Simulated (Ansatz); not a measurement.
Runs of Ansatz 0.2.0 on SrO. It takes space group Fm-3m (No. 225, cubic). Conventional cell: a = 5.133 Å, b = 5.133 Å, c = 5.133 Å, α = 90.00°, β = 90.00°, γ = 90.00°. Sr (site symmetry m-3m) is surrounded by 6 O at 2.57 Å. O (site symmetry m-3m) is surrounded by 6 Sr at 2.57 Å. 

```csv
task,level,potentials or basis,spin,cell,k mesh,cutoff (eV),smearing,basis error allowed,mesh quality,gap on the mesh (eV),pressure (GPa),relaxed volume (Å³/atom)
single point,PBE,"all-electron LAPW, scalar-relativistic",off,as given,9 × 9 × 9,217,gaussian 0.014 eV,0.001 eV/atom,not flagged,3.37,3.3,-
relaxation of cell and atoms,PBE,"all-electron LAPW, scalar-relativistic",off,relaxed,9 × 9 × 9,-,fermi-dirac 0.05 eV,0.001 eV/atom,not flagged,3.38,0.0,17.52
relaxation of cell and atoms,RPBE+D4,"all-electron LAPW, scalar-relativistic",off,relaxed,9 × 9 × 9,-,fermi-dirac 0.05 eV,0.001 eV/atom,not flagged,3.50,0.0,17.53
band structure,LDA,"all-electron LAPW, relativistic spinors","SOC, no magnetisation",as given,7 × 7 × 7,220,fermi-dirac 0.05 eV,0.001 eV/atom,not flagged,(a),(c),-
single point,PBE,"all-electron LAPW, scalar-relativistic",off,as given,4 × 4 × 4,190,fermi-dirac 0.04 eV,0.003 eV/atom,coarse,3.30,(b),-
Born charges and dielectric tensor,PBE,all-electron PAW datasets made for the crystal,off,as given,9 × 9 × 9,340,fixed,-,not flagged,3.37,-,-
single point,PBE,"all-electron LAPW, scalar-relativistic",off,as given,9 × 9 × 9,217,gaussian 0.028 eV,0.001 eV/atom,not flagged,3.37,3.3,-
```

Question: Fill in the values left out.

Answer: (a) 3.23; (b) 3.4; (c) -3.8.

Caveats: some runs use coarse meshes; an odd mesh through Γ misses points on the zone boundary, where band edges often lie (some runs); the mesh misses the band edges, which the band path finds closer together (some runs); the program warned that the printed levels may be off, so bands, gaps and densities of states are rough (some runs).

A k mesh can miss the band edges, and rows without SOC leave out spin-orbit coupling on Sr.

The runs don't all hold the same shells in valence.
